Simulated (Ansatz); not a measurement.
I:

```
CELL_PARAMETERS angstrom
3.63503 -2.39502 0.00000
3.63503 2.39502 0.00000
0.00000 0.00000 9.79344
ATOMIC_POSITIONS crystal
I 0.64930 0.35070 0.38440
I 0.14930 0.85070 0.11560
I 0.35070 0.64930 0.61560
I 0.85070 0.14930 0.88440
```

Program: Ansatz 0.2.0. Alike in all runs: task band structure; potentials or basis Ansatz PAW; no spin polarisation; cell as given; smearing fermi-dirac 0.05 eV.

Order these runs on this cell by their band gap on the k mesh, lowest first.
A. level HF; k mesh 4 × 4 × 2; cutoff (eV) 420; points for each segment of the path 4
B. level r2SCAN; k mesh 7 × 7 × 3; cutoff (eV) 500; points for each segment of the path 14
C. level revPBE; k mesh 7 × 7 × 3; cutoff (eV) 420; points for each segment of the path 14
D. level r2SCAN50; k mesh 4 × 4 × 2; cutoff (eV) 500; points for each segment of the path 4

C (1.36 eV), B (1.58 eV), D (4.53 eV), A (8.19 eV).

Caveats: spin-orbit coupling is left out, which moves the levels of the heavy elements; the k mesh misses the band edges, so the gap on the mesh is wider than the one along the path (some runs).

A k mesh can miss the band edges, odd and even meshes differently.

Runs at the PBE level aren't shown here.
